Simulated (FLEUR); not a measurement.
# Does 1 ML Cr on Au(111), hcp site, 4 substrate layers carry moments in FLEUR?

Aim: find out whether 1 ML Cr on Au(111), hcp site, 4 substrate layers carries moments when they start parallel, and what they gain.

Method: LDA (VWN); all-electron FLAPW film, Dirac cores, scalar-relativistic bands, in FLEUR MaX-R8.1.

Most raw output is cut from this account.

### 1. The structure

The cell holds 5 atoms: 4 Au and 1 Cr. Its edges and angles: a = 2.878 Å, b = 2.878 Å, c = 23.202 Å, α = 90.0°, β = 90.0°, γ = 120.0°. Pseudomorphic film on a typed substrate lattice, hard-sphere layer spacings, unrelaxed. Vacuum lies along c.

Structure file:

```xyz
5
Lattice="2.8779 0.0000 0.0000 -1.4390 2.4924 0.0000 0.0000 0.0000 23.2016" Properties=species:S:1:pos:R:3
Au    0.0000    0.0000    7.0000
Au    1.4390    0.8308    9.3498
Au    0.0000    1.6616   11.6996
Au    0.0000    0.0000   14.0495
Cr    0.0000    1.6616   16.2016
```

### 2. Order 1, typed as ferro +

The parallel start comes first: it shows whether parallel moments hold.

inpgen writes inp.xml from crystal.txt; cutoffs, mixing, functional, smearing and local orbitals are then set in the file. The k list default-1 (kpts.xml, not shown) is a Γ-centred 12×12×1 mesh; where the ranks do not divide the number of points, some are split in two of half the weight.

The input, inp.xml:

```
<?xml version="1.0" encoding="UTF-8" standalone="no"?>
<fleurInput fleurInputVersion="0.39">
   <comment>
      CrAu4
   </comment>
   <calculationSetup>
      <cutoffs Kmax="3.6" Gmax="10.8" GmaxXC="10.8" numbands="0"/>
      <scfLoop itmax="120" minDistance="0.00002" maxIterBroyd="15" imix="Anderson" alpha="0.03" precondParam="0.0" spinf="2.0" sdNocoIR="T"/>
      <coreElectrons ctail="T" frcor="F" kcrel="0" coretail_lmax="0"/>
      <xcFunctional name="vwn" relativisticCorrections="F"/>
      <magnetism jspins="2"/>
      <soc l_soc="F" theta="0.0" phi="0.0" spav="F"/>
      <expertModes spex="0" secvar="F"/>
      <geometryOptimization l_f="F" forcealpha="1.0" forcemix="BFGS" epsdisp="0.00001" epsforce="0.00001"/>
      <ldaU l_linMix="F" mixParam="0.05" spinf="1.0"/>
   </calculationSetup>
   <cell>
      <bzIntegration valenceElectrons="82.0" mode="hist" fermiSmearingEnergy="0.00293995">
         <kPointListSelection listName="default-1"/>
         <xi:include xmlns:xi="http://www.w3.org/2001/XInclude" href="kpts.xml"> </xi:include>
      </bzIntegration>
      <xi:include xmlns:xi="http://www.w3.org/2001/XInclude" href="sym.xml"> </xi:include>
      <filmLattice scale="1.0" dVac="23.07" dTilda="25.57">
         <bravaisMatrixFilm>
            <row-1>    5.4384898823775831    -0.0000004318780085</row-1>
            <row-2>   -2.7192445671741967     4.7098706122907270</row-2>
         </bravaisMatrixFilm>
         <vacuumEnergyParameters vacuum="1" spinUp="-.25" spinDown="-.25"/>
         <vacuumEnergyParameters vacuum="2" spinUp="-.25" spinDown="-.25"/>
      </filmLattice>
   </cell>
   <atomSpecies>
      <species name="Gold (Au)" element="Au" atomicNumber="79">
         <mtSphere radius="2.44" gridPoints="807" logIncrement="0.017"/>
         <atomicCutoffs lmax="10" lnonsphr="8"/>
         <electronConfig flipSpins="F">
            <coreConfig>(1s1/2) (2s1/2) (2p1/2) (2p3/2) (3s1/2) (3p1/2) (3p3/2) (4s1/2) (3d3/2) (3d5/2) (4p1/2) (4p3/2) (5s1/2) (4d3/2) (4d5/2) (4f5/2) (4f7/2)</coreConfig>
            <valenceConfig>(5p1/2) (5p3/2) (6s1/2) (5d3/2) (5d5/2)</valenceConfig>
            <stateOccupation state="(6s1/2)" spinUp="0.500000" spinDown="0.500000"/>
         </electronConfig>
         <energyParameters s="6" p="6" d="5" f="5"/>
         <lo type="SCLO" l="1" n="5" eDeriv="0"/>
      </species>
      <species name="Chromium (2.501" element="Cr" atomicNumber="24">
         <mtSphere radius="2.44" gridPoints="807" logIncrement="0.015"/>
         <atomicCutoffs lmax="10" lnonsphr="8"/>
         <electronConfig flipSpins="F">
            <coreConfig>(1s1/2) (2s1/2) (2p1/2) (2p3/2)</coreConfig>
            <valenceConfig>(3s1/2) (3p1/2) (3p3/2) (4s1/2) (3d3/2) (3d5/2)</valenceConfig>
            <stateOccupation state="(4s1/2)" spinUp="0.5" spinDown="0.5"/>
            <stateOccupation state="(3d3/2)" spinUp="1.0" spinDown="1.0"/>
            <stateOccupation state="(3d5/2)" spinUp="2.7505" spinDown="0.2495"/>
         </electronConfig>
         <energyParameters s="4" p="4" d="3" f="4"/>
         <lo type="SCLO" l="0" n="3" eDeriv="0"/>
         <lo type="SCLO" l="1" n="3" eDeriv="0"/>
      </species>
   </atomSpecies>
   <atomGroups>
      <atomGroup species="Gold (Au)">
         <filmPos label="                   1">.0000000000 .0000000000 -8.6942818220</filmPos>
         <force calculate="T" relaxXYZ="TTT"/>
      </atomGroup>
      <atomGroup species="Gold (Au)">
         <filmPos label="                   2">-1.000/3.000 1.000/3.000 -4.2537735220</filmPos>
         <force calculate="T" relaxXYZ="TTT"/>
      </atomGroup>
      <atomGroup species="Gold (Au)">
         <filmPos label="                   3">1.000/3.000 -1.000/3.000 .1867347780</filmPos>
         <force calculate="T" relaxXYZ="TTT"/>
      </atomGroup>
      <atomGroup species="Gold (Au)">
         <filmPos label="                   4">.0000000000 .0000000000 4.6272430781</filmPos>
         <force calculate="T" relaxXYZ="TTT"/>
      </atomGroup>
      <atomGroup species="Chromium (2.501">
         <filmPos label="                   5">1.000/3.000 -1.000/3.000 8.6942818220</filmPos>
         <force calculate="T" relaxXYZ="TTT"/>
      </atomGroup>
   </atomGroups>
   <output dos="F" band="F" slice="F">
      <bandDOS minEnergy="-.5*Htr" maxEnergy="0.5*Htr" sigma="0.015" storeEVData="T"/>
      <plotting iplot="0" polar="F">
         <plot TwoD="T" vec1="  1.0  0.0  0.0" vec2="  0.0  1.0  0.0" vec3="  0.0  0.0  1.0" zero="  0.0  0.0 -0.5" file="plot"/>
      </plotting>
      <moessbauerParams electricFieldGradient="F" isomerShift="F" coreHyperfine="F" valenceHyperfine="F"/>
   </output>
</fleurInput>
```

The input, crystal.txt:

```
CrAu4
&input film=T cartesian=F /
2.87792490752  -0.00000022854  0.00000000000
-1.43896225584  2.49235619436  0.00000000000
0.00000000000  0.00000000000  1.00000000000
1.8897261246
1.0 1.0 1.0

5
79 0.00000000000  0.00000000000  -8.69428182201
79 0.66666666667  0.33333333333  -4.25377352199
79 0.33333333333  0.66666666667  0.18673477803
79 0.00000000000  0.00000000000  4.62724307806
24 0.33333333333  0.66666666667  8.69428182201 : 2.501

&kpt div1=12 div2=12 div3=1 gamma=T /
```

Launch:

```console
> OMP_NUM_THREADS=1 inpgen -f crystal.txt > inpgen.log  # inp.xml is then edited as shown
> OMP_NUM_THREADS=1 mpirun -n 4 fleur_MPI > fleur.log
```

Run time: 3.7 min. Hardware: 4 MPI ranks of Intel Xeon Platinum 8488C (Sapphire Rapids), shared host; peak memory 0.55 GiB; 15 min of CPU time.

Spin moment in the muffin-tin sphere by atom:

```tsv
atom	spin moment in the muffin-tin sphere (μB)
Au1	0.00
Au2	0.00
Au3	0.00
Au4	0.09
Cr5	3.39
```

Read from the output:

* free energy: -2100679.5386 eV
* program's band gap on this mesh (in a metal only a level spacing): 0.02262 eV
* magnetization: 3.93 μB
* final state: ferromagnetic

After 63 cycles the largest moment stands at 3.39 μB.

### 3. Order 2, typed as no spin polarisation

A spinless run gives the zero against which the gain from the moments is read.

inp.xml: that of step 2 with these lines changed.

```diff
@@ -10,3 +10,3 @@
       <xcFunctional name="vwn" relativisticCorrections="F"/>
-      <magnetism jspins="2"/>
+      <magnetism jspins="1"/>
       <soc l_soc="F" theta="0.0" phi="0.0" spav="F"/>
@@ -43,3 +43,3 @@
       </species>
-      <species name="Chromium (2.501" element="Cr" atomicNumber="24">
+      <species name="Chromium (Cr)" element="Cr" atomicNumber="24">
          <mtSphere radius="2.44" gridPoints="807" logIncrement="0.015"/>
@@ -49,5 +49,5 @@
             <valenceConfig>(3s1/2) (3p1/2) (3p3/2) (4s1/2) (3d3/2) (3d5/2)</valenceConfig>
-            <stateOccupation state="(4s1/2)" spinUp="0.5" spinDown="0.5"/>
-            <stateOccupation state="(3d3/2)" spinUp="1.0" spinDown="1.0"/>
-            <stateOccupation state="(3d5/2)" spinUp="2.7505" spinDown="0.2495"/>
+            <stateOccupation state="(4s1/2)" spinUp="0.500000" spinDown="0.500000"/>
+            <stateOccupation state="(3d3/2)" spinUp="1.000000" spinDown="1.000000"/>
+            <stateOccupation state="(3d5/2)" spinUp="1.500000" spinDown="1.500000"/>
          </electronConfig>
@@ -75,3 +75,3 @@
       </atomGroup>
-      <atomGroup species="Chromium (2.501">
+      <atomGroup species="Chromium (Cr)">
          <filmPos label="                   5">1.000/3.000 -1.000/3.000 8.6942818220</filmPos>
```

crystal.txt: that of step 2 with these lines changed.

```diff
@@ -13,3 +13,3 @@
 79 0.00000000000  0.00000000000  4.62724307806
-24 0.33333333333  0.66666666667  8.69428182201 : 2.501
+24 0.33333333333  0.66666666667  8.69428182201
```

Run time: 85 s. Hardware: 4 MPI ranks; peak memory 0.38 GiB.

Read from the output:

```yaml
free_energy: -2100679.1488 eV
program_s_band_gap_on_this_mesh_in_a_metal_only_a_level_spacing: 0.03650 eV
final_state: non-magnetic (no spin polarisation)
```

It lies 390 meV a seeded atom over the first start.

### 4. Energies of the orders

Free energies are divided by the number of seeded atoms.

Orders:

```tsv
start	final state	typed order kept	energy over the lowest (meV a seeded atom)	largest sphere moment (μB)	net moment (μB a primitive cell)	mesh matched	CPU time (s)
ferro +	ferromagnetic	yes	0	3.394	3.93	yes	890.1
no spin polarisation	non-magnetic	-	389.8	0	0	yes	339.6
```

### 5. Spin–orbit coupling, moments along z

Spin–orbit coupling ties the spins to the lattice and lets orbital moments form.

A new self-consistent run of the start ferro +, with the moments along z.

inp.xml: that of step 2 with these lines changed.

```diff
@@ -6,3 +6,3 @@
    <calculationSetup>
-      <cutoffs Kmax="3.6" Gmax="10.8" GmaxXC="10.8" numbands="0"/>
+      <cutoffs Kmax="3.6" Gmax="10.8" GmaxXC="10.8" numbands="182"/>
       <scfLoop itmax="120" minDistance="0.00002" maxIterBroyd="15" imix="Anderson" alpha="0.03" precondParam="0.0" spinf="2.0" sdNocoIR="T"/>
@@ -11,3 +11,3 @@
       <magnetism jspins="2"/>
-      <soc l_soc="F" theta="0.0" phi="0.0" spav="F"/>
+      <soc l_soc="T" theta="0.0" phi="0.0" spav="F"/>
       <expertModes spex="0" secvar="F"/>
```

crystal.txt: that of step 2 with these lines changed.

```diff
@@ -15,2 +15,3 @@
 
+&soc 0.0000000 0.0000000 /
 &kpt div1=12 div2=12 div3=1 gamma=T /
```

The job ended after 20 min (4 MPI ranks; peak memory 1 GiB).

Spin moment in the muffin-tin sphere by atom:

```tsv
atom	spin moment in the muffin-tin sphere (μB)
Au1	0.00
Au2	0.00
Au3	0.00
Au4	0.08
Cr5	3.37
```

Numbers from this step:

| Property | Result |
| --- | --- |
| free energy | -2100684.2891 eV |
| program's band gap on this mesh (in a metal only a level spacing) | 0 eV |
| magnetization | 3.900 μB |
| final state | ferromagnetic |
| orbital moment along the spin | -0.01999 μB |

Orbital moment in the sphere, along the spin axis by atom:

```tsv
atom	orbital moment in the sphere, along the spin axis (μB)
Au1	0.0006
Au2	0.0003
Au3	0.0005
Au4	0.0170
Cr5	-0.0200
```

### 6. Results

```yaml
lower_run: with moments
largest_site_spin_moment: 3.39 μB
energy_gained_by_spin_polarisation: 390 meV a seeded atom
orbital_moment_on_the_atom_of_largest_spin_along_its_spin_spin_orbit_run: -0.0200 μB
```

The crystal holds moments, up to 3.39 μB, and the spinless run lies 390 meV a seeded atom higher. On the atom of largest spin the orbital moment is almost quenched. No antiferromagnetic order was tried, so the session says nothing on how the moments order. A substrate of 4 unrelaxed layers is a model; thickness and relaxation can move these numbers.

[Logs and program files are shortened in this print: banners, set-up blocks, solver, clock and traceback lines can be left out without a mark of their own.]

[Logs are printed without paths, hosts, clocks, repeated set-up lines and the standing remarks that a program may print on its own settings, such as how far it seeks lower states.]

[Hosts, paths, dates, database ids (printed as entryN), source tags and the programs' standing remarks are cut or masked in the printed files.]

[Where a cell is said to come from a database of computed structures, the database is the Materials Project.]
